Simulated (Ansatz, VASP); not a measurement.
## Two plane-wave programs on W

Contents of POSCAR:

```
W
1.0
   -1.6294457700      1.6294457700      1.6294457700
    1.6294457700     -1.6294457700      1.6294457700
    1.6294457700      1.6294457700     -1.6294457700
W
1
Direct
    0.0000000000      0.0000000000      0.0000000000
```

Contents of INCAR.step1:

```
PREC     = Accurate       # precision mode
ENCUT    = 520            # plane-wave cutoff, eV
ISMEAR   = -1             # smearing method
SIGMA    = 0.0327         # smearing width, eV
LREAL    = F              # projectors in reciprocal space
LASPH    = T              # aspherical terms in the spheres
NELM     = 100            # most SCF steps
NBANDS   = 13             # bands
GGA      = PE             # functional
ALGO     = Normal         # electronic algorithm
EDIFF    = 1E-4           # SCF threshold, eV
LWAVE    = T              # write WAVECAR
LCHARG   = F              # write CHGCAR
```

INCAR.step2

```
PREC     = Accurate       # precision mode
ENCUT    = 520            # plane-wave cutoff, eV
EDIFF    = 1E-7           # SCF threshold, eV
ISMEAR   = -1             # smearing method
SIGMA    = 0.0327         # smearing width, eV
LREAL    = F              # projectors in reciprocal space
LASPH    = T              # aspherical terms in the spheres
NELM     = 100            # most SCF steps
ALGO     = Normal         # electronic algorithm
ISIF     = 2              # what is computed and relaxed
LWAVE    = F              # write WAVECAR
LCHARG   = F              # write CHGCAR
METAGGA  = R2SCAN         # meta-GGA
LMIXTAU  = T            
NBANDS   = 13             # bands
ISTART   = 1
```

Contents of KPOINTS:

```
regular mesh
0
Gamma
  11 11 11
```

Input for Ansatz:

```yaml
crystal:
  lattice:
    - [-1.62944577, 1.62944577, 1.62944577]
    - [1.62944577, -1.62944577, 1.62944577]
    - [1.62944577, 1.62944577, -1.62944577]
  atoms:
    - { symbol: W, position: [0.0, 0.0, 0.0] }
  symmetry: { tolerance: 0.0003 }
kpoints:
  mp_grid: { grid: [11, 11, 11], shift: [0, 0, 0] }
  band_path:
    path:
      - [0.0, 0.0, 0.0]
      - [0.5, -0.5, 0.5]
      - [0.0, 0.0, 0.5]
      - [0.0, 0.0, 0.0]
      - [0.25, 0.25, 0.25]
      - [0.5, -0.5, 0.5]
      - [0.25, 0.25, 0.25]
      - [0.0, 0.0, 0.5]
    npoints: 8
magnetization:
  spin_polarized: false
scf:
  occupations: { method: fermi_dirac, width: 0.0327 }
  lower_state_search: "off"
  max_iter: 200
hamiltonian:
  pseudopotentials: { kind: paw }
  xc: r2scan
basis:
  ecutwfc: 500
  fft_grid_basis: typed
output:
  forces: true
  stress: true
  eigenvalues: true
  bader: true
  populations: true
  elf: true
  write_potential: true
  volumetric_format: npy
  dos:
    e_range: [-12, 8]
    de: 0.05
    projected: { site_lists: { W: [W] } }
checkpoint:
  read: saved_state
```

Alike in both runs: task single point; functional r2SCAN; k mesh 11 × 11 × 11; occupations fermi-dirac, width 0.0327 eV; no spin polarisation.

|  | VASP | Ansatz |
| --- | --- | --- |
| version | VASP 6.6.1 | Ansatz 0.2.0 |
| potentials or method | VASP PAW PBE potentials, release 64 (W_sv) | PAW plane waves |
| plane-wave cutoff (eV) | 520 | 500 |
| valence electrons in the cell | 14 | 14 |

Ansatz gave:

```
pressure (GPa) : -22.4
```

Task: Estimate VASP's values.

Result: Pressure (GPa): -21.5.

The functional is the same, so the differences come from potentials, cutoffs and numerics.

Caveats: so large a pressure means that the cell lies far from this level's equilibrium, or that cutoff or potentials fall short (VASP); the potentials were made for another functional, which shifts forces and pressure (VASP). The runs have no spin-orbit coupling, so splittings on W are missing.
